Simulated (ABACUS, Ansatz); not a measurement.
**Pb: energy against volume and a worked fit**

The structure is cubic, space group Fm-3m (No. 225). The conventional cell has a = 4.950 Å, b = 4.950 Å, c = 4.950 Å, α = 90.00°, β = 90.00°, γ = 90.00°. Around Pb (site symmetry m-3m) lie 12 Pb at 3.50 Å.

The cell was scaled at fixed shape and fractions and run with Ansatz, PseudoDojo stringent, cutoff 1197 eV; PBE, k mesh 9 × 9 × 9 on the cell of 1 atom, fermi-dirac occupations of 0.05 eV, no spin polarisation, no spin-orbit coupling. Energies are those that the program minimises, any entropy of the smearing included. For a metal such a mesh isn't converged to the digits shown.

```csv
V (Å³/atom),energy over the lowest row (meV/atom)
28.5032,55.75
29.1097,35.77
29.7161,20.74
30.3226,10.13
30.9290,3.44
31.5355,?
32.1419,0.00
```

**Question.** Fit the third-order Birch-Murnaghan form, give V0, B0 and B′, and predict the energy left open.

**Answer.** With y = (V0/V)^(2/3), E = E0 + (9 V0 B0/16) [(y - 1)³ B′ + (y - 1)² (6 - 4y)]. Least squares through the rows shown give V0 = 31.8744 Å³/atom, E0 = -0.27 meV, B0 = 39.71 GPa (1 eV/Å³ = 160.218 GPa) and B′ = 5.37, with a largest miss of 0.01 meV. At V = 31.5355 the form with these constants gives 0.19 meV; the run gave 0.19 meV an atom. Other set-ups at this level, from all their volumes (Å³/atom, GPa): ABACUS, PseudoDojo NC SR 0.4.1 PBE standard, plane waves: V0 31.868, B0 39.75; Ansatz, Ansatz PAW: V0 31.871, B0 39.81; Ansatz, Ansatz PAW (files of its older set among them): V0 31.904, B0 39.63; Ansatz, PseudoDojo standard: V0 31.789, B0 39.82. Measured volume: 30.32 Å³/atom at 298.15 K (COD entry, doi:10.1063/1.1698520), so the fit lies +5.1 % from it. The runs are for a static lattice.
